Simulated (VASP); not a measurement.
# TiO2 (P3_121) in VASP: reference runs

Aim: a first look at TiO2 with PBE, on the cell as given and on a disturbed one.

Everything below comes from runs of VASP 6.6.1. Logs are shortened: lines on timing, memory, paths and dates and some standing lists are left out, and cuts for length are marked.

**1. Starting point**

It takes space group P3_121 (No. 152, trigonal). Conventional cell: a = 5.582 Å, b = 5.582 Å, c = 6.082 Å, α = 90.00°, β = 90.00°, γ = 120.00°. Around Ti (site symmetry 2) lie 4 O at 1.81 to 1.82 Å. O (site symmetry 1) is surrounded by 2 Ti at 1.81 to 1.82 Å.

Measurements of this composition are mostly on another form, of space group No. 141.

**2. Single point, PBE**

Input file INCAR:

```
ALGO     = Normal         # electronic algorithm
EDIFF    = 1E-7           # SCF threshold, eV
ENCUT    = 520            # plane-wave cutoff, eV
GGA      = PE             # functional
ISIF     = 2              # what is computed and relaxed
ISMEAR   = -1             # smearing method
LASPH    = T              # aspherical terms in the spheres
LCHARG   = F              # write CHGCAR
LREAL    = F              # projectors in reciprocal space
LWAVE    = F              # write WAVECAR
NBANDS   = 46             # bands
NELM     = 60             # most SCF steps
PREC     = Accurate       # precision mode
SIGMA    = 0.05           # smearing width, eV
```

Input file KPOINTS:

```
k-points
0
Gamma
  6 6 5
```

Input file POSCAR:

```
TiO2
1.0
    5.5822227355      0.0000000000      0.0000000000
   -2.7911113678      4.8343466985      0.0000000000
    0.0000000000      0.0000000000      6.0824678800
Ti O
3 6
Direct
    0.4669367500      0.0000000000      0.3333333333
    0.0000000000      0.4669367500      0.6666666667
    0.5330632500      0.5330632500      0.0000000000
    0.5810657200      0.8514331800      0.1206639333
    0.7296325400      0.1485668200      0.5460027333
    0.2703674600      0.4189342800      0.7873306000
    0.8514331800      0.5810657200      0.8793360667
    0.1485668200      0.7296325400      0.4539972667
    0.4189342800      0.2703674600      0.2126694000
```

Potentials or basis: VASP PAW PBE potentials, release 64 (Ti_sv, O).

On the command line:

```sh
$ cat potpaw_PBE.64/Ti_sv/POTCAR potpaw_PBE.64/O/POTCAR > POTCAR
$ mpirun -np 1 vasp_std > vasp.out
```

OUTCAR:

```text
EDIFF = 1E-7
   ENCUT = 520
   GGA = PE
   ISIF = 2
   ISMEAR = -1
   LASPH = T
   LREAL = F
   NELM = 60
   PREC = Accurate

 ion  position               nearest neighbor table
   1  0.467  0.000  0.333-   9 1.81   8 1.81   5 1.82   4 1.82
   2  0.000  0.467  0.667-   6 1.81   5 1.81   8 1.82   7 1.82
   3  0.533  0.533  0.000-   7 1.81   4 1.81   6 1.82   9 1.82
   4  0.581  0.851  0.121-   3 1.81   1 1.82
   5  0.730  0.149  0.546-   2 1.81   1 1.82
   6  0.270  0.419  0.787-   2 1.81   3 1.82
   7  0.851  0.581  0.879-   3 1.81   2 1.82
   8  0.149  0.730  0.454-   1 1.81   2 1.82
   9  0.419  0.270  0.213-   1 1.81   3 1.82

  LATTYP: Found a hexagonal cell.
 ALAT       =     5.5822227355
 C/A-ratio  =     1.0896139707

  Lattice vectors:

 A1 = (   5.5822227355,   0.0000000000,   0.0000000000)
 A2 = (  -2.7911113678,   4.8343466985,   0.0000000000)
 A3 = (   0.0000000000,   0.0000000000,   6.0824678800)

Analysis of symmetry for initial positions (statically):
=====================================================================
 Subroutine PRICEL returns:
 Original cell was already a primitive cell.

 Routine SETGRP: Setting up the symmetry group for a
 hexagonal supercell.

 Subroutine GETGRP returns: Found  6 space group operations
 (whereof  2 operations were pure point group operations)
 out of a pool of 24 trial point group operations.

The static configuration has the point symmetry C_2 .
 The point group associated with its full space group is D_3 .

Analysis of symmetry for dynamics (positions and initial velocities):
=====================================================================
 Subroutine PRICEL returns:
 Original cell was already a primitive cell.

 Routine SETGRP: Setting up the symmetry group for a
 hexagonal supercell.

 Subroutine GETGRP returns: Found  6 space group operations
 (whereof  2 operations were pure point group operations)
 out of a pool of 24 trial point group operations.

The dynamic configuration has the point symmetry C_2 .
 The point group associated with its full space group is D_3 .

 Subroutine INISYM returns: Found  6 space group operations
 (whereof  2 operations are pure point group operations),
 and found     1 'primitive' translations

----------------------------------------------------------------------------------------

                                     Primitive cell

  volume of cell :     164.1439

  direct lattice vectors                    reciprocal lattice vectors
     5.582222736  0.000000000  0.000000000     0.179140111  0.103426591  0.000000000
    -2.791111368  4.834346699  0.000000000     0.000000000  0.206853183  0.000000000
     0.000000000  0.000000000  6.082467880     0.000000000  0.000000000  0.164406951

  length of vectors
     5.582222736  5.582222736  6.082467880     0.206853183  0.206853183  0.164406951

  position of ions in fractional coordinates (direct lattice)
     0.466936750  0.000000000  0.333333333
     0.000000000  0.466936750  0.666666667
     0.533063250  0.533063250  0.000000000
     0.581065720  0.851433180  0.120663933
     0.729632540  0.148566820  0.546002733
     0.270367460  0.418934280  0.787330600
     0.851433180  0.581065720  0.879336067
     0.148566820  0.729632540  0.453997267
     0.418934280  0.270367460  0.212669400

  ion indices of the primitive-cell ions
   primitive index   ion index
                 1           1
                 2           2
                 3           3
                 4           4
                 5           5
                 6           6
                 7           7
                 8           8
                 9           9

----------------------------------------------------------------------------------------

 KPOINTS: k-points

Automatic generation of k-mesh.
 Grid dimensions read from file:
 generate k-points for:    6    6    5

 Generating k-lattice:

  Cartesian coordinates                     Fractional coordinates (reciprocal lattice)
     0.029856685  0.017237765  0.000000000     0.166666667  0.000000000  0.000000000
     0.000000000  0.034475530  0.000000000     0.000000000  0.166666667  0.000000000
     0.000000000  0.000000000  0.032881390     0.000000000  0.000000000  0.200000000

  Length of vectors
     0.034475530  0.034475530  0.032881390

  Shift w.r.t. Gamma in fractional coordinates (k-lattice)
     0.000000000  0.000000000  0.000000000

 Subroutine IBZKPT returns following result:
 ===========================================

 Found     27 irreducible k-points:

 Following reciprocal coordinates:
            Coordinates               Weight
  0.000000  0.000000  0.000000      1.000000
  0.166667  0.000000  0.000000      6.000000
  0.333333  0.000000  0.000000      6.000000
  0.500000  0.000000  0.000000      3.000000
  0.166667  0.166667  0.000000      6.000000
  0.333333  0.166667  0.000000     12.000000
[... 16 lines left out ...]
  0.500000  0.000000  0.400000      6.000000
  0.166667  0.166667  0.400000     12.000000
 [... further k-points ...]
   k-points           NKPTS =     27   k-points in BZ     NKDIM =     27   number of bands    NBANDS=     46
   number of dos      NEDOS =    301   number of ions     NIONS =      9
   total plane-waves  NPLWV =  84672
   dimension x,y,z NGX =    42 NGY =   42 NGZ =   48
   dimension x,y,z NGXF=    84 NGYF=   84 NGZF=   96
   ions per type =               3   6
   NGX,Y,Z   is equivalent  to a cutoff of  12.51, 12.51, 13.12 a.u.
   NGXF,Y,Z  is equivalent  to a cutoff of  25.02, 25.02, 26.24 a.u.
 SYSTEM =  unknown system
   PREC   = accura    normal or accurate (medium, high low for compatibility)
   ISTART =      0    job   : 0-new  1-cont  2-samecut
   ICHARG =      2    charge: 1-file 2-atom 10-const
   ISPIN  =      1    spin polarized calculation?
   LNONCOLLINEAR =      F non collinear calculations
   LSORBIT =      F    spin-orbit coupling
   LASPH  =      T    aspherical Exc in radial PAW
   ENCUT  =  520.0 eV  38.22 Ry    6.18 a.u.  10.38 10.38 11.31*2*pi/ulx,y,z
   NELM   =     60;   NELMIN=  2; NELMDL= -5     # of ELM steps
   EDIFF  = 0.1E-06   stopping-criterion for ELM
   LREAL  =      F    real-space projection
   EDIFFG = 0.1E-05   stopping-criterion for IOM
   NSW    =      0    number of steps for IOM
   IBRION =     -1    ionic relax: 0-MD 1-quasi-New 2-CG
   NFREE  =      0    steps in history (QN), initial steepest desc. (CG)
   ISIF   =      2    stress and relaxation
   ISYM   =      2    0-nonsym 1-usesym 2-fastsym
   POTIM  = 0.5000    time-step for ionic-motion
   TEBEG  =    0.0;   TEEND  =   0.0 temperature during run
   PSTRESS=    0.0 pullay stress
   NELECT =      72.0000    total number of electrons
   NUPDOWN=      -1.0000    fix difference up-down
   EMIN   =  10.00;   EMAX   =-10.00  energy-range for DOS
   EFERMI =   0.00;   METHOD = LEGACY
   ISMEAR =    -1;   SIGMA  =   0.05  broadening in eV -4-tet -1-fermi 0-gaus
   EFERMI_NEDOS =   21; number of points for ismear=-14 and -15
   IALGO  =     38    algorithm
   IMIX   =      4    mixing-type and parameters
     AMIX     =   0.40;   BMIX     =  1.00
     AMIX_MAG =   1.60;   BMIX_MAG =  1.00
  volume/ion in A,a.u.               =      18.24       123.08
  Fermi-wavevector in a.u.,A,eV,Ry     =   1.243877  2.350587 21.051339  1.547230
  Thomas-Fermi vector in A             =   2.378168
   LORBIT       =      0    0 simple, 1 ext, 2 COOP (PROOUT), +10 PAW based schemes
   GGA     = PE    functional components
   LHFCALC =     F    Hartree Fock is set to
   AEXX    =    0.0000 exact exchange contribution
   IVDW    =     0    specifies the selected vdW correction
   LEPSILON=     F    determine dielectric tensor
   LRPA    =     F    only Hartree local field effects (RPA)
 non-spin polarized calculation
  energy-cutoff  :      520.00
  volume of cell :      164.14
 maximum number of plane-waves:      4457
 NGX is ok and might be reduce to    42
   NGX = 21   NGY = 21   NGZ = 23

 number of electron      72.0000000 magnetization

 Free energy of the ion-electron system (eV)
  ---------------------------------------------------
  ext. energy  EPLUGINS =         0.00000000
  ---------------------------------------------------
  free energy    TOTEN  =       -80.39231730 eV

  energy without entropy =      -80.39231730  energy(sigma->0) =      -80.39231730

 E-fermi :   0.1322     XC(G=0):  -8.0200

 val. band max:       -1.0352838198   @ k =   0.1667   0.0000   0.4000
 cond. band min:       2.5726218632   @ k =   0.0000   0.0000   0.4000
 fundamental gap:      3.6079056830
 Fermi energy:         0.1322189636

 k-point     1 :       0.0000    0.0000    0.0000
  band No.  band energies     occupation
      1     -56.3211      2.00000
      2     -56.3087      2.00000
      3     -56.3087      2.00000
      4     -32.7628      2.00000
      5     -32.7345      2.00000
      6     -32.7345      2.00000
[... 38 lines left out ...]
     45       4.6140      0.00000
     46       5.0644      0.00000

 k-point     2 :       0.1667    0.0000    0.0000
  band No.  band energies     occupation
      1     -56.3204      2.00000
      2     -56.3094      2.00000
      3     -56.3087      2.00000
      4     -32.7615      2.00000
      5     -32.7387      2.00000
      6     -32.7376      2.00000
[... 38 lines left out ...]
     45       4.8511      0.00000
     46       5.0513      0.00000

 k-point     3 :       0.3333    0.0000    0.0000
  band No.  band energies     occupation
      1     -56.3185      2.00000
      2     -56.3113      2.00000
      3     -56.3087      2.00000
      4     -32.7585      2.00000
      5     -32.7458      2.00000
      6     -32.7422      2.00000
[... 1018 lines left out ...]
     45       4.9036      0.00000
     46       5.0360      0.00000

 k-point    24 :       0.1667    0.1667    0.4000
  band No.  band energies     occupation
      1     -56.3174      2.00000
      2     -56.3144      2.00000
      3     -56.3068      2.00000
      4     -32.7572      2.00000
      5     -32.7466      2.00000
      6     -32.7388      2.00000
[... 38 lines left out ...]
     45       4.7252      0.00000
     46       5.3620      0.00000

 [... further k-points ...]

------------------------ aborting loop because EDIFF is reached ----------------------------------------

  FORCE on cell =-STRESS in cart. coord.  units (eV):
  Direction    XX          YY          ZZ          XY          YZ          ZX
  --------------------------------------------------------------------------------------
  -------------------------------------------------------------------------------------
  Total        1.9521072      1.9521072      1.9754049     -0.0000000     -0.0000000      0.0000000
  in kB       19.0541448     19.0541448     19.2815494     -0.0000000     -0.0000000      0.0000000
  external PRESSURE =      19.1299463 kB  Pullay stress =       0.0000000 kB

 VOLUME and BASIS-vectors are now :
 -----------------------------------------------------------------------------
  energy-cutoff  :      520.00
  volume of cell :      164.14
      direct lattice vectors                 reciprocal lattice vectors
     5.582222736  0.000000000  0.000000000     0.179140111  0.103426591  0.000000000
    -2.791111368  4.834346699  0.000000000     0.000000000  0.206853183  0.000000000
     0.000000000  0.000000000  6.082467880     0.000000000  0.000000000  0.164406951

 POSITION                                       TOTAL-FORCE (eV/Angst)
 -----------------------------------------------------------------------------------
      2.60654      0.00000      2.02749        -0.002611      0.000000     -0.000000
     -1.30327      2.25733      4.05498         0.001306     -0.002261     -0.000000
      1.48784      2.57701      0.00000         0.001306      0.002261     -0.000000
      0.86719      4.11612      0.73393         0.041839      0.070865     -0.041266
      3.65830      0.71822      3.32104         0.041839     -0.070865      0.041266
      0.33996      2.02527      4.78891         0.040452     -0.071666     -0.041266
      3.13107      2.80907      5.34853         0.040452      0.071666      0.041266
     -1.20715      3.52730      2.76142        -0.082290      0.000801     -0.041266
      1.58396      1.30705      1.29355        -0.082290     -0.000801      0.041266
 -----------------------------------------------------------------------------------
    total drift:                                0.000001      0.000001     -0.000000

  FREE ENERGIE OF THE ION-ELECTRON SYSTEM (eV)
  ---------------------------------------------------
  free  energy   TOTEN  =       -80.3923172960 eV

  energy  without entropy=      -80.3923172960  energy(sigma->0) =      -80.39231730
```

Run time: 4.8 min. Hardware: 1 thread of Intel Xeon Platinum 8259CL at 2.50GHz (Skylake/Cascade Lake), shared host; peak memory 0.36 GiB.

Results:

| Quantity | Value |
| --- | --- |
| Free energy | -80.3923 eV |
| Pressure | 1.9 GPa |
| Largest force | 0.092 eV/Å |
| Band gap on the k mesh | 3.61 eV, indirect (least direct gap 3.62 eV) |

Forces on the atoms (eV/Å):
```
Ti  -0.003  0.000  0.000
Ti   0.001 -0.002  0.000
Ti   0.001  0.002  0.000
O    0.042  0.071 -0.041
O    0.042 -0.071  0.041
O    0.040 -0.072 -0.041
O    0.040  0.072  0.041
O   -0.082  0.001 -0.041
O   -0.082 -0.001  0.041
```

Caveat: an odd mesh through Γ misses points on the zone boundary, where band edges often lie.

**3. Single point, PBE (atoms moved at random, drawn with an rms of 0.05 Å)**

INCAR, as its differences from that of step 2:

```diff
@@ -11,3 +11,3 @@
 NBANDS   = 46             # bands
-NELM     = 60             # most SCF steps
+NELM     = 100            # most SCF steps
 PREC     = Accurate       # precision mode
```

KPOINTS is that of step 2.

Input file POSCAR:

```
TiO2
1.0
    5.5822227355      0.0000000000      0.0000000000
   -2.7911113678      4.8343466985      0.0000000000
    0.0000000000      0.0000000000      6.0824678800
Ti O
3 6
Direct
    0.4684250000     -0.0011830000      0.3381180000
    0.0010770000      0.4633610000      0.6636580000
    0.5442310000      0.5404190000     -0.0058530000
    0.5882390000      0.8622810000      0.1103600000
    0.7274070000      0.1449090000      0.5469100000
    0.2740950000      0.4148210000      0.7903840000
    0.8420230000      0.5669460000      0.8819520000
    0.1409980000      0.7319560000      0.4481020000
    0.4114730000      0.2703670000      0.2112110000
```

Potentials or basis: VASP PAW PBE potentials, release 64 (Ti_sv, O).

On the command line:

```sh
$ cat potpaw_PBE.64/Ti_sv/POTCAR potpaw_PBE.64/O/POTCAR > POTCAR
$ mpirun -np 1 vasp_std > vasp.out
```

Wall time 20 min (1 thread of Intel Xeon Platinum 8259CL at 2.50GHz (Skylake/Cascade Lake), shared host); peak memory 0.61 GiB.

Results (log left out):

```
Free energy            : -80.1672 eV
Pressure               : 0.7 GPa
Largest force          : 2.771 eV/Å
Band gap on the k mesh : 3.34 eV, indirect (least direct gap 3.35 eV)
```

Forces in eV/Å, atoms in the order of the input:
```
Ti  -0.750  0.410 -2.214
Ti   0.442  0.374  0.297
Ti  -1.846 -0.599  1.979
O   -0.285  0.181  0.646
O    0.539  0.248  0.606
O   -1.053 -0.013 -1.012
O    2.222  0.269 -1.191
O    0.026 -0.649  0.643
O    0.704 -0.222  0.246
```

Stress tensor (GPa, compression positive):
```
 2.49  2.43 -0.37
 2.43 -0.63  1.79
-0.37  1.79  0.20
```

Levels at points of the mesh, in eV from the valence-band top:
| k point | band 34 | band 35 | band 36 | band 37 | band 38 | band 39 |
| --- | --- | --- | --- | --- | --- | --- |
| (0.00, 0.00, 0.00) | -0.67 | -0.48 | -0.17 | 3.37 | 3.77 | 3.96 |
| (0.50, 0.00, 0.00) | -0.73 | -0.26 | 0.00 | 3.64 | 3.70 | 3.81 |
| (0.00, 0.50, 0.00) | -0.75 | -0.32 | -0.13 | 3.52 | 3.55 | 3.91 |
| (0.50, 0.50, 0.00) | -0.76 | -0.30 | -0.23 | 3.50 | 3.55 | 3.96 |

Caveat: an odd mesh through Γ misses points on the zone boundary, where band edges often lie.
